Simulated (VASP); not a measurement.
# Ba in VASP: reference runs

Aim: a first look at Ba with PBE, on the cell as given.

All numbers are computed with VASP 6.6.1; they aren't measurements. Logs are shortened: lines on timing, memory, paths and dates and some standing lists are left out, and cuts for length are marked.

## (1) The undisturbed slab

The cell holds a slab with vacuum, 2 atoms: a = 3.910 Å, b = 4.141 Å, c = 20.700 Å, α = 90.00°, β = 90.00°, γ = 118.17°.

The slab is cut from a database's or a generator's crystal, which needn't be the stable form of the element.

## (2) Single point, PBE (the (0 0 1) slab of Ba, cut from the database cell, not relaxed)

File INCAR:

```
PREC = Accurate
ENCUT = 520
EDIFF = 1E-7
ISMEAR = -1
SIGMA = 0.05
LREAL = F
LASPH = T
NELM = 100
ALGO = Normal
ISIF = 2
LWAVE = F
LCHARG = F
LDIPOL = T
IDIPOL = 3
DIPOL = 0.5 0.5 0.500
GGA = PE
NBANDS = 17
```

File KPOINTS:

```
Automatic mesh
0
Gamma
  8 8 1
```

File POSCAR:

```
Ba
1.0
    3.9100000000      0.0000000000      0.0000000000
   -1.9550000000      3.6500000000      0.0000000000
    0.0000000000      0.0000000000     20.7000000000
Ba
2
Direct
    0.0000000000      0.0000000000      0.3623188406
    0.0000000000      0.0000000000      0.6376811594
```

Potentials or basis: VASP PAW PBE potentials, release 64 (Ba_sv).

Started as:

```console
> cat potpaw_PBE.64/Ba_sv/POTCAR > POTCAR
> mpirun -np 1 vasp_std > vasp.out
```

OUTCAR:

```text
PREC = Accurate
   ENCUT = 520
   EDIFF = 1E-7
   ISMEAR = -1
   LREAL = F
   LASPH = T
   NELM = 100
   ISIF = 2
   GGA = PE

 ion  position               nearest neighbor table
   1  0.000  0.000  0.362-
   2  0.000  0.000  0.638-

  LATTYP: Found a base centered orthorhombic cell.
 ALAT       =     3.9100000000
 B/A-ratio  =     1.8670076726
 C/A-ratio  =     5.2941176471

  Lattice vectors:

 A1 = (   1.9550000000,  -3.6500000000,   0.0000000000)
 A2 = (   1.9550000000,   3.6500000000,   0.0000000000)
 A3 = (   0.0000000000,   0.0000000000,  20.7000000000)

Analysis of symmetry for initial positions (statically):
=====================================================================
 Subroutine PRICEL returns:
 Original cell was already a primitive cell.

 Routine SETGRP: Setting up the symmetry group for a
 base centered orthorhombic supercell.

 Subroutine GETGRP returns: Found  8 space group operations
 (whereof  8 operations were pure point group operations)
 out of a pool of  8 trial point group operations.

The static configuration has the point symmetry D_2h.

Analysis of symmetry for dynamics (positions and initial velocities):
=====================================================================
 Subroutine PRICEL returns:
 Original cell was already a primitive cell.

 Routine SETGRP: Setting up the symmetry group for a
 base centered orthorhombic supercell.

 Subroutine GETGRP returns: Found  8 space group operations
 (whereof  8 operations were pure point group operations)
 out of a pool of  8 trial point group operations.

The dynamic configuration has the point symmetry D_2h.

 Subroutine INISYM returns: Found  8 space group operations
 (whereof  8 operations are pure point group operations),
 and found     1 'primitive' translations

----------------------------------------------------------------------------------------

                                     Primitive cell

  volume of cell :     295.4201

  direct lattice vectors                    reciprocal lattice vectors
     3.910000000  0.000000000  0.000000000     0.255754476  0.136986301  0.000000000
    -1.955000000  3.650000000  0.000000000     0.000000000  0.273972603  0.000000000
     0.000000000  0.000000000 20.700000000     0.000000000  0.000000000  0.048309179

  length of vectors
     3.910000000  4.140594764 20.700000000     0.290130313  0.273972603  0.048309179

  position of ions in fractional coordinates (direct lattice)
     0.000000000  0.000000000  0.362318841
     0.000000000  0.000000000  0.637681159

  ion indices of the primitive-cell ions
   primitive index   ion index
                 1           1
                 2           2

----------------------------------------------------------------------------------------

 KPOINTS: Automatic mesh

Automatic generation of k-mesh.
 Grid dimensions read from file:
 generate k-points for:    8    8    1

 Generating k-lattice:

  Cartesian coordinates                     Fractional coordinates (reciprocal lattice)
     0.031969309  0.017123288  0.000000000     0.125000000  0.000000000  0.000000000
     0.000000000  0.034246575  0.000000000     0.000000000  0.125000000  0.000000000
     0.000000000  0.000000000  0.048309179     0.000000000  0.000000000  1.000000000

  Length of vectors
     0.036266289  0.034246575  0.048309179

  Shift w.r.t. Gamma in fractional coordinates (k-lattice)
     0.000000000  0.000000000  0.000000000

 Subroutine IBZKPT returns following result:
 ===========================================

 Found     21 irreducible k-points:

 Following reciprocal coordinates:
            Coordinates               Weight
  0.000000  0.000000  0.000000      1.000000
  0.125000  0.000000  0.000000      4.000000
  0.250000  0.000000  0.000000      4.000000
  0.375000  0.000000  0.000000      4.000000
  0.500000  0.000000  0.000000      2.000000
  0.000000  0.125000  0.000000      2.000000
[... 13 lines left out ...]
  0.250000  0.375000  0.000000      2.000000
  0.000000  0.500000  0.000000      1.000000
   k-points           NKPTS =     21   k-points in BZ     NKDIM =     21   number of bands    NBANDS=     17
   number of dos      NEDOS =    301   number of ions     NIONS =      2
   total plane-waves  NPLWV = 153600
   dimension x,y,z NGX =    30 NGY =   32 NGZ =  160
   dimension x,y,z NGXF=    60 NGYF=   64 NGZF=  320
   ions per type =               2
   NGX,Y,Z   is equivalent  to a cutoff of  12.76, 12.85, 12.85 a.u.
   NGXF,Y,Z  is equivalent  to a cutoff of  25.51, 25.70, 25.70 a.u.
 SYSTEM =  unknown system
   PREC   = accura    normal or accurate (medium, high low for compatibility)
   ISTART =      0    job   : 0-new  1-cont  2-samecut
   ICHARG =      2    charge: 1-file 2-atom 10-const
   ISPIN  =      1    spin polarized calculation?
   LNONCOLLINEAR =      F non collinear calculations
   LSORBIT =      F    spin-orbit coupling
   LASPH  =      T    aspherical Exc in radial PAW
   ENCUT  =  520.0 eV  38.22 Ry    6.18 a.u.   7.27  7.70 38.49*2*pi/ulx,y,z
   NELM   =    100;   NELMIN=  2; NELMDL= -5     # of ELM steps
   EDIFF  = 0.1E-06   stopping-criterion for ELM
   LREAL  =      F    real-space projection
   EDIFFG = 0.1E-05   stopping-criterion for IOM
   NSW    =      0    number of steps for IOM
   IBRION =     -1    ionic relax: 0-MD 1-quasi-New 2-CG
   NFREE  =      0    steps in history (QN), initial steepest desc. (CG)
   ISIF   =      2    stress and relaxation
   ISYM   =      2    0-nonsym 1-usesym 2-fastsym
   POTIM  = 0.5000    time-step for ionic-motion
   TEBEG  =    0.0;   TEEND  =   0.0 temperature during run
   PSTRESS=    0.0 pullay stress
   NELECT =      20.0000    total number of electrons
   NUPDOWN=      -1.0000    fix difference up-down
   EMIN   =  10.00;   EMAX   =-10.00  energy-range for DOS
   EFERMI =   0.00;   METHOD = LEGACY
   ISMEAR =    -1;   SIGMA  =   0.05  broadening in eV -4-tet -1-fermi 0-gaus
   EFERMI_NEDOS =   21; number of points for ismear=-14 and -15
   IALGO  =     38    algorithm
   IMIX   =      4    mixing-type and parameters
     AMIX     =   0.40;   BMIX     =  1.00
     AMIX_MAG =   1.60;   BMIX_MAG =  1.00
  volume/ion in A,a.u.               =     147.71       996.80
  Fermi-wavevector in a.u.,A,eV,Ry     =   0.667224  1.260870  6.057144  0.445188
  Thomas-Fermi vector in A             =   1.741765
   LORBIT       =      0    0 simple, 1 ext, 2 COOP (PROOUT), +10 PAW based schemes
   GGA     = PE    functional components
   LHFCALC =     F    Hartree Fock is set to
   AEXX    =    0.0000 exact exchange contribution
   IVDW    =     0    specifies the selected vdW correction
   LEPSILON=     F    determine dielectric tensor
   LRPA    =     F    only Hartree local field effects (RPA)
 non-spin polarized calculation
  energy-cutoff  :      520.00
  volume of cell :      295.42
 maximum number of plane-waves:      7991
 NGX is ok and might be reduce to    30
   NGX = 15   NGY = 15   NGZ = 77

 number of electron      20.0000000 magnetization

 dipolmoment           0.000000      0.000000      0.000000 electrons x Angstroem

 Free energy of the ion-electron system (eV)
  ---------------------------------------------------
  ext. energy  EPLUGINS =         0.00000000
  ---------------------------------------------------
  free energy    TOTEN  =        -2.43054391 eV

  energy without entropy =       -2.38004918  energy(sigma->0) =       -2.40529654

 E-fermi :  -0.6131     XC(G=0):  -3.9631

 val. band max:       -0.6282643382   @ k =   0.1250   0.3750   0.0000
 cond. band min:      -0.6109993113   @ k =   0.5000   0.1250   0.0000
 fundamental gap:      0.0172650268
 Fermi energy:        -0.6130516427

 k-point     1 :       0.0000    0.0000    0.0000
  band No.  band energies     occupation
      1     -29.7584      2.00000
      2     -29.7582      2.00000
      3     -15.0766      2.00000
      4     -15.0664      2.00000
      5     -14.5261      2.00000
      6     -14.5258      2.00000
[... 9 lines left out ...]
     16       1.6924      0.00000
     17       1.8419      0.00000

 k-point     2 :       0.1250    0.0000    0.0000
  band No.  band energies     occupation
      1     -29.7439      2.00000
      2     -29.7437      2.00000
      3     -15.0556      2.00000
      4     -15.0459      2.00000
      5     -14.6027      2.00000
      6     -14.6021      2.00000
[... 9 lines left out ...]
     16       1.6061      0.00000
     17       1.6228      0.00000

 k-point     3 :       0.2500    0.0000    0.0000
  band No.  band energies     occupation
      1     -29.7087      2.00000
      2     -29.7086      2.00000
      3     -15.0043      2.00000
      4     -14.9956      2.00000
      5     -14.9208      2.00000
      6     -14.9199      2.00000
[... 9 lines left out ...]
     16       1.2572      0.00000
     17       2.0794      0.00000

 k-point     4 :       0.3750    0.0000    0.0000
  band No.  band energies     occupation
      1     -29.6731      2.00000
      2     -29.6729      2.00000
      3     -15.2248      2.00000
      4     -15.2237      2.00000
      5     -14.9520      2.00000
      6     -14.9443      2.00000
[... 9 lines left out ...]
     16       1.8096      0.00000
     17       2.3401      0.00000
[... 283 lines left out ...]
      1     -29.6856      2.00000
      2     -29.6854      2.00000
      3     -15.1814      2.00000
      4     -15.1802      2.00000
      5     -14.9628      2.00000
      6     -14.9552      2.00000
[... 9 lines left out ...]
     16       1.5354      0.00000
     17       1.6728      0.00000

 k-point    20 :       0.2500    0.3750    0.0000
  band No.  band energies     occupation
      1     -29.6671      2.00000
      2     -29.6670      2.00000
      3     -15.0986      2.00000
      4     -15.0975      2.00000
      5     -14.9470      2.00000
      6     -14.9463      2.00000
[... 9 lines left out ...]
     16       0.9899      0.00000
     17       1.1289      0.00000

 k-point    21 :       0.0000    0.5000    0.0000
  band No.  band energies     occupation
      1     -29.6903      2.00000
      2     -29.6901      2.00000
      3     -15.2406      2.00000
      4     -15.2394      2.00000
      5     -14.9683      2.00000
      6     -14.9606      2.00000
[... 9 lines left out ...]
     16       1.6205      0.00000
     17       2.3471      0.00000

------------------------ aborting loop because EDIFF is reached ----------------------------------------

 vacuum level on the upper side and lower side of the slab       (xc-potential included)        -0.434        -0.434

  FORCE on cell =-STRESS in cart. coord.  units (eV):
  Direction    XX          YY          ZZ          XY          YZ          ZX
  --------------------------------------------------------------------------------------
  -------------------------------------------------------------------------------------
  Total        2.8784695      1.1348340     -1.0991790      0.0000000      0.0000000      0.0000000
  in kB       15.6110546      6.1546441     -5.9612732      0.0000000      0.0000000      0.0000000
  external PRESSURE =       5.2681418 kB  Pullay stress =       0.0000000 kB

 VOLUME and BASIS-vectors are now :
 -----------------------------------------------------------------------------
  energy-cutoff  :      520.00
  volume of cell :      295.42
      direct lattice vectors                 reciprocal lattice vectors
     3.910000000  0.000000000  0.000000000     0.255754476  0.136986301  0.000000000
    -1.955000000  3.650000000  0.000000000     0.000000000  0.273972603  0.000000000
     0.000000000  0.000000000 20.700000000     0.000000000  0.000000000  0.048309179

 POSITION                                       TOTAL-FORCE (eV/Angst)
 -----------------------------------------------------------------------------------
      0.00000      0.00000      7.50000         0.000000      0.000000      0.192526
      0.00000      0.00000     13.20000         0.000000      0.000000     -0.192526
 -----------------------------------------------------------------------------------
    total drift:                               -0.000000     -0.000000      0.000000

  FREE ENERGIE OF THE ION-ELECTRON SYSTEM (eV)
  ---------------------------------------------------
  free  energy   TOTEN  =        -2.4305439054 eV

  energy  without entropy=       -2.3800491823  energy(sigma->0) =       -2.40529654

 vacuum level on the upper side and lower side of the slab         1.579         1.579
```

It took 1.8 min on 1 thread of Intel Xeon 6975P-C (Granite Rapids), shared host; peak memory 0.42 GiB.

Results:

| Item | Value |
| --- | --- |
| Free energy | -2.4305 eV |
| Largest force | 0.193 eV/Å |
| Band gap on the k mesh | none (metal or under the smearing width) |

Forces in eV/Å, atoms in the order of the input:
```
Ba   0.000  0.000  0.193
Ba   0.000  0.000 -0.193
```

Levels at points of the mesh, in eV from the Fermi level:
| k point | band 7 | band 8 | band 9 | band 10 | band 11 | band 12 | band 13 | band 14 |
| --- | --- | --- | --- | --- | --- | --- | --- | --- |
| (0.00, 0.00, 0.00) | -13.82 | -13.82 | -2.26 | -1.98 | -0.13 | 0.32 | 0.34 | 1.48 |
| (0.50, 0.00, 0.00) | -14.09 | -14.09 | -0.74 | -0.67 | -0.10 | 0.24 | 1.62 | 1.93 |
| (0.00, 0.50, 0.00) | -13.95 | -13.95 | -0.71 | -0.63 | -0.16 | 0.20 | 1.33 | 1.55 |
